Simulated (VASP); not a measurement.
# Ag (Fm-3m) in VASP: settings compared

One crystal, Ag, is run at these levels: PBEsol+D3+U, RPBE+D3+U; tasks: density of states, band structure.

All numbers are computed with VASP 6.6.1; they aren't measurements. Logs are shortened: lines on timing, memory, paths and dates and some standing lists are left out, and cuts for length are marked.

### Step 1. The structure

It takes space group Fm-3m (No. 225, cubic). The conventional cell has a = 4.085 Å, b = 4.085 Å, c = 4.085 Å, α = 90.00°, β = 90.00°, γ = 90.00°. Ag (site symmetry m-3m) has 12 Ag at 2.89 Å as nearest neighbours.

### Step 2. Density of states, PBEsol+D3+U (volume scaled by 0.8)

run.py

```python
from ase.calculators.vasp import Vasp
from ase.dft.dos import DOS
from ase.io import read

atoms = read('Ag.cif')
calc = Vasp(
    directory='calc',
    xc='pbesol',
    pp='PBE',
    setups='materialsproject',
    prec='Accurate',
    encut=520,
    ediff=1e-07,
    ismear=-1,
    sigma=0.05,
    lreal=False,
    lasph=True,
    nelm=80,
    algo='Normal',
    isif=2,
    lwave=False,
    lcharg=False,
    lmaxmix=4,
    ldautype=2,
    ldauprint=1,
    ivdw=11,
    lorbit=11,
    ldau_luj={'Ag': {'L': 2, 'U': 3, 'J': 0.5}},
    kpts=[11, 11, 11],
    gamma=True,
)
atoms.calc = calc

print('energy (eV):', atoms.get_potential_energy())
print('free energy (eV):', atoms.get_potential_energy(force_consistent=True))
print('forces (eV/A):')
print(atoms.get_forces())
print('stress (eV/A^3, Voigt):', atoms.get_stress())
print('Fermi level (eV):', calc.get_fermi_level())
dos = DOS(calc, width=0.1, window=(-10, 10), npts=301)
print('E - E_F (eV), DOS (1/eV)')
for e, g in zip(dos.get_energies(), dos.get_dos()):
    print(f'{e:8.3f} {g:10.4f}')
```

Ag.cif

```cif
data_Ag
_cell_length_a 2.68180304
_cell_length_b 2.68180304
_cell_length_c 2.68180304
_cell_angle_alpha 60.00000000
_cell_angle_beta 60.00000000
_cell_angle_gamma 60.00000000
_space_group_name_H-M_alt 'P1'
_space_group_name_Hall 'P 1'
_space_group_IT_number 1
loop_
_space_group_symop_operation_xyz
'x,y,z'
loop_
_atom_site_label
_atom_site_type_symbol
_atom_site_symmetry_multiplicity
_atom_site_Wyckoff_symbol
_atom_site_fract_x
_atom_site_fract_y
_atom_site_fract_z
_atom_site_occupancy
Ag1 Ag 1 a 0.0000000000 0.0000000000 0.0000000000 1
```

Potentials or basis: VASP PAW PBE potentials, release 64 (Ag).

On the command line:

```bash
$ python run.py
```

Log:

```text
energy (eV): -2.7023568
free energy (eV): -2.70277081
forces (eV/A):
[[-0.  0.  0.]]
stress (eV/A^3, Voigt): [-0.17336552 -0.17336552 -0.17336552 -0.         -0.         -0.        ]
Fermi level (eV): 11.70095949
E - E_F (eV), DOS (1/eV)
 -10.000     0.0000
  -9.933     0.0000
  -9.867     0.0000
  -9.800     0.0000
  -9.733     0.0006
  -9.667     0.0035
[... 293 lines left out ...]
   9.933     0.2635
  10.000     0.4247
```

Wall time 4.7 s (1 thread of Intel Xeon 6975P-C (Granite Rapids), shared host); peak memory 0.14 GiB.

Results:

```
Free energy                                           : -2.7028 eV
Pressure                                              : 27.8 GPa
Band gap on the k mesh                                : none (metal or under the smearing width)
Valence electrons inside the program's atomic spheres : Ag 10.26
Dispersion energy per atom                            : -0.520 eV
```

States per cell in windows of 1 eV (zero at the Fermi level; states under -8 eV left out):
| from (eV) | total | Ag1_d | Ag1_p | Ag1_s |
| --- | --- | --- | --- | --- |
| -8.0 | 1.79 | 1.47 | 0.07 | 0.09 |
| -7.0 | 2.37 | 2.09 | 0.08 | 0.06 |
| -6.0 | 1.81 | 1.61 | 0.07 | 0.03 |
| -5.0 | 2.02 | 1.90 | 0.04 | 0.02 |
| -4.0 | 1.08 | 0.98 | 0.03 | 0.03 |
| -3.0 | 0.06 | 0.02 | 0.01 | 0.01 |
| -2.0 | 0.31 | 0.12 | 0.08 | 0.06 |
| -1.0 | 0.14 | 0.04 | 0.05 | 0.02 |
| 0.0 | 0.26 | 0.07 | 0.09 | 0.04 |
| 1.0 | 0.22 | 0.06 | 0.09 | 0.03 |
| 2.0 | 0.22 | 0.05 | 0.10 | 0.02 |
| 3.0 | 0.16 | 0.04 | 0.07 | 0.02 |
| 4.0 | 0.14 | 0.04 | 0.05 | 0.03 |
| 5.0 | 0.29 | 0.08 | 0.06 | 0.10 |
| 6.0 | 0.32 | 0.08 | 0.10 | 0.07 |
| 7.0 | 0.15 | 0.04 | 0.05 | 0.03 |

Eigenvalues of the final occupation matrices:
| site | spin | trace | eigenvalues |
| --- | --- | --- | --- |
| site 1 d | 1 | 4.67 | 0.93 0.93 0.93 0.94 0.94 |
| site 1 d | 2 | 4.67 | 0.93 0.93 0.93 0.94 0.94 |

Caveat: the PAW data sets were made with another functional, which shifts forces and pressure a little; U without spin polarisation on a metal has little footing; pairwise dispersion overbinds metals, which lowers pressure and volume; the U is typed as a test and isn't derived for this compound.

### Step 3. Band structure, RPBE+D3+U

INCAR

```
  ALGO = Normal
  EDIFF = 1E-7
  ENCUT = 520
  GGA = RP
  ISIF = 2
  ISMEAR = 1
  IVDW = 11
  LASPH = True
  LCHARG = False
  LDAU = True
  LDAUJ = 0.5
  LDAUL = 2
  LDAUPRINT = 1
  LDAUTYPE = 2
  LDAUU = 6.2
  LMAXMIX = 4
  LREAL = False
  LWAVE = False
  NBANDS = 12
  NELM = 100
  PREC = Accurate
  SIGMA = 0.2
```

KPOINTS

```
k-points
0
Gamma
  11 11 11
```

POSCAR

```
Ag
2.8889
    0.000000000000      0.707103049604      0.707103049604
    0.707103049604      0.000000000000      0.707103049604
    0.707103049604      0.707103049604      0.000000000000
Ag
1
Direct
    0.0000000000      0.0000000000      0.0000000000
```

KPOINTS_OPT

```
path GXWKGLUWLK,UX
10
line-mode
reciprocal
 0.0000000000  0.0000000000  0.0000000000  G
 0.5000000000  0.0000000000  0.5000000000  X

 0.5000000000  0.0000000000  0.5000000000  X
 0.5000000000  0.2500000000  0.7500000000  W

 0.5000000000  0.2500000000  0.7500000000  W
 0.3750000000  0.3750000000  0.7500000000  K

 0.3750000000  0.3750000000  0.7500000000  K
 0.0000000000  0.0000000000  0.0000000000  G

 0.0000000000  0.0000000000  0.0000000000  G
 0.5000000000  0.5000000000  0.5000000000  L

 0.5000000000  0.5000000000  0.5000000000  L
 0.6250000000  0.2500000000  0.6250000000  U

 0.6250000000  0.2500000000  0.6250000000  U
 0.5000000000  0.2500000000  0.7500000000  W

 0.5000000000  0.2500000000  0.7500000000  W
 0.5000000000  0.5000000000  0.5000000000  L

 0.5000000000  0.5000000000  0.5000000000  L
 0.3750000000  0.3750000000  0.7500000000  K

 0.6250000000  0.2500000000  0.6250000000  U
 0.5000000000  0.0000000000  0.5000000000  X
```

Potentials or basis: VASP PAW PBE potentials, release 64 (Ag).

On the command line:

```bash
$ cat potpaw_PBE.64/Ag/POTCAR > POTCAR
$ mpirun -np 1 vasp_std > vasp.out
```

Run time: 7.1 s. Hardware: 1 thread of Intel Xeon 6975P-C (Granite Rapids), shared host; peak memory 0.16 GiB.

It converged, with:

```
Free energy                : -1.1450 eV
Pressure                   : 3.6 GPa
Band gap along the path    : none (metal or under the smearing width)
Dispersion energy per atom : -0.752 eV
```

Levels at the corners of the path, in eV from the Fermi level:
| point | band 1 | band 2 | band 3 | band 4 | band 5 | band 6 | band 7 | band 8 | band 9 | band 10 |
| --- | --- | --- | --- | --- | --- | --- | --- | --- | --- | --- |
| Γ | -7.61 | -6.89 | -6.89 | -6.89 | -5.92 | -5.92 | 16.14 | 19.73 | 19.73 | 19.73 |
| X | -8.30 | -8.29 | -5.17 | -4.90 | -4.90 | 1.78 | 6.20 | 10.85 | 10.85 | 15.40 |
| X | -8.30 | -8.29 | -5.17 | -4.90 | -4.90 | 1.78 | 6.20 | 10.85 | 10.85 | 15.40 |
| W | -7.59 | -6.99 | -6.99 | -5.85 | -4.90 | 5.73 | 5.73 | 7.05 | 7.49 | 22.03 |
| W | -7.59 | -6.99 | -6.99 | -5.85 | -4.90 | 5.73 | 5.73 | 7.05 | 7.49 | 22.03 |
| K | -7.95 | -7.45 | -5.99 | -5.67 | -5.17 | 4.11 | 5.11 | 6.69 | 12.74 | 15.90 |
| K | -7.95 | -7.45 | -5.99 | -5.67 | -5.17 | 4.11 | 5.11 | 6.69 | 12.74 | 15.90 |
| Γ | -7.61 | -6.89 | -6.89 | -6.89 | -5.92 | -5.92 | 16.14 | 19.73 | 19.73 | 19.73 |
| Γ | -7.61 | -6.89 | -6.89 | -6.89 | -5.92 | -5.92 | 16.14 | 19.73 | 19.73 | 19.73 |
| L | -8.07 | -6.92 | -6.92 | -5.12 | -5.12 | -0.26 | 3.09 | 15.32 | 18.08 | 18.08 |
| L | -8.07 | -6.92 | -6.92 | -5.12 | -5.12 | -0.26 | 3.09 | 15.32 | 18.08 | 18.08 |
| U | -7.95 | -7.45 | -5.99 | -5.67 | -5.17 | 4.11 | 5.11 | 6.69 | 12.74 | 15.90 |
| U | -7.95 | -7.45 | -5.99 | -5.67 | -5.17 | 4.11 | 5.11 | 6.69 | 12.74 | 15.90 |
| W | -7.59 | -6.99 | -6.99 | -5.85 | -4.90 | 5.73 | 5.73 | 7.05 | 7.49 | 22.03 |
| W | -7.59 | -6.99 | -6.99 | -5.85 | -4.90 | 5.73 | 5.73 | 7.05 | 7.49 | 22.03 |
| L | -8.07 | -6.92 | -6.92 | -5.12 | -5.12 | -0.26 | 3.09 | 15.32 | 18.08 | 18.08 |
| L | -8.07 | -6.92 | -6.92 | -5.12 | -5.12 | -0.26 | 3.09 | 15.32 | 18.08 | 18.08 |
| K | -7.95 | -7.45 | -5.99 | -5.67 | -5.17 | 4.11 | 5.11 | 6.69 | 12.74 | 15.90 |
| U | -7.95 | -7.45 | -5.99 | -5.67 | -5.17 | 4.11 | 5.11 | 6.69 | 12.74 | 15.90 |
| X | -8.30 | -8.29 | -5.17 | -4.90 | -4.90 | 1.78 | 6.20 | 10.85 | 10.85 | 15.40 |

Eigenvalues of the final occupation matrices:
```csv
site,spin,trace,eigenvalues
site 1 d,1,4.74,0.95 0.95 0.95 0.95 0.95
site 1 d,2,4.74,0.95 0.95 0.95 0.95 0.95
```

Caveat: the PAW data sets were made with another functional, which shifts forces and pressure a little; U without spin polarisation on a metal has little footing; pairwise dispersion overbinds metals, which lowers pressure and volume; the U is typed as a test and isn't derived for this compound.
